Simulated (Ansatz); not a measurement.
All numbers below come from DFT PBE, scalar-relativistic, plane waves, PAW in Ansatz. All cells share a 420 eV cutoff and Γ-centred k meshes spaced at most about 0.3 Å⁻¹ (about 0.25 or finer for metals, 2π included). No spin polarisation in the final relaxations.

These are static total energies at zero pressure.

Two relaxed structures of Sn3Ge2:

A.

```xyz
5
Lattice="-1.7545 1.7545 9.9123 1.7545 -1.7545 9.9123 1.7545 1.7545 -9.9123" Properties=species:S:1:pos:R:3 pbc="T T T"
Sn    0.0000    0.0000    3.7655
Sn    0.0000    0.0000   16.0591
Sn    0.0000    0.0000    0.0000
Ge    0.0000    0.0000   11.8339
Ge    0.0000    0.0000    7.9906
```

B.

```xyz
5
Lattice="2.4413 -2.4420 0.0000 2.4413 2.4420 0.0000 -2.3208 0.0000 10.2442" Properties=species:S:1:pos:R:3 pbc="T T T"
Sn    0.0000    0.0000    0.0000
Sn    0.0935    0.0000    7.8940
Sn    2.4682    0.0000    2.3502
Ge    2.5071    0.0000    5.8478
Ge    0.0546    0.0000    4.3964
```

Question: Which arrangement of the elements on these sites is preferred, and by what margin?

Answer: B is lower, by 15 meV/atom. The two share one framework of sites and differ in which element sits where. A has Sn and Ge ordered on bcc sites, space group I4/mmm (No. 139), 24.4 Å³/atom and no gap on its mesh; B has space group C2/m (No. 12), 24.4 Å³/atom and no gap. Counting Ge atoms around Sn (those within 1.25 times the shortest such distance or 1.15 times the sum of covalent radii; the shortest distance is added where it is long for a bond; a slash parts the counts of unlike sites), A has Sn 4 from 3.1 Å/8 from 3.1 Å and B has Sn 2 from 4.4 Å/4+1 from 3.2 Å. Even the lower one lies +0.17 eV/atom against the reference forms of the elements (uncorrected), so neither is stable at this level. Both come from invented guesses.

Cells relaxed within their symmetry can be saddle points.
